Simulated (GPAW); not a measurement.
A run of GPAW 26.7.0:

run.py

```python
from ase import Atoms
from ase.calculators.mixing import SumCalculator
from ase.dft.bandgap import bandgap
from ase.io import write
from ase.units import GPa
from dftd3.ase import DFTD3
from gpaw import GPAW, PW

atoms = Atoms(['Pb'],
              cell=[[0.01933363, 2.46286993, 2.45281136],
                    [2.50285714, -0.00674656, 2.47889155],
                    [2.4813249, 2.46741788, 0.01478568]],
              scaled_positions=[[0.0, 0.0, 0.0]],
              pbc=True)

calc = GPAW(mode=PW(600),
            xc='PBE',
            kpts={'size': (9, 9, 9), 'gamma': True},
            occupations={'name': 'fermi-dirac', 'width': 0.05},
            nbands=14,
            convergence={'density': 1e-05, 'energy': 1e-05},
            maxiter=150,
            txt='gpaw.txt')
atoms.calc = SumCalculator([calc, DFTD3(method='pbe', damping='d3bj')])
energy = atoms.get_potential_energy()
forces = atoms.get_forces()
stress = atoms.get_stress()
calc.write('gs.gpw')
write('result.traj', atoms)
print(f'Energy: {energy:.6f} eV')
print('Forces (eV/A):')
print(forces.round(4))
print('Stress (GPa):', (stress / GPa).round(3))
print('Fermi level:', round(calc.get_fermi_level(), 4), 'eV')
print(f'Gap: {bandgap(calc)[0]:.4f} eV, direct: {bandgap(calc, direct=True)[0]:.4f} eV')
```

Potentials or basis: GPAW PAW data sets (gpaw-data 1.2.1), pw.

The run is started by

```console
$ OMP_NUM_THREADS=1 python run.py
```

Hardware: 1 thread of Arm Neoverse V2, on a shared host.

Q: Estimate the wall time of this run.

A: Run time: 46 s on 1 thread of Arm Neoverse V2, with other jobs on the host, peak memory 0.28 GiB. Counts: scf iterations 8, plane waves 1020, bands 14, k points 365.
